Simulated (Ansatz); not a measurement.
**TiO2: how the energy converges with the cutoff**

TiO2, P1, a = 3.825 Å, b = 3.818 Å, c = 5.516 Å, α, β, γ = 110.8°, 111.1°, 91.0°. Ansatz: PBE, PAW, cutoff varied, Γ-centred 6×6×6 mesh on 6 atoms, Gaussian smearing 0.02 eV; no spin polarisation. Single points at one geometry with displaced atoms, the cutoff alone changed; ΔE is the energy at zero smearing over the run at 600 eV. The runs up to 350 eV lie under the cutoff recommended for these PAW datasets.

```
cutoff (eV)  ΔE (meV/atom)
        200        5755.76
        250        1513.75
        300         357.69
        350              ?
        420           4.42
```

Question: Assume ΔE falls exponentially with the cutoff, fit y = ln ΔE against x, the cutoff in eV, to the other rows, and predict the missing value.

Answer: y = 8.658, 7.322, 5.880, 1.486. Means x = 292.5, y = 5.8365; Σ(Δx)² = 26675, ΣΔxΔy = -878.5; the slope is their ratio. y = 15.47 − 0.03293 x, a factor of ten per 70 eV. At 350 eV this gives ΔE = 51.65 meV/atom. The run gave 67.08, a ratio of 0.77. Between neighbouring rows the decay runs from a factor of ten per 59 eV to one per 86 eV, so one exponential is only a rough guide.

This form isn't the usual stable structure of the compound.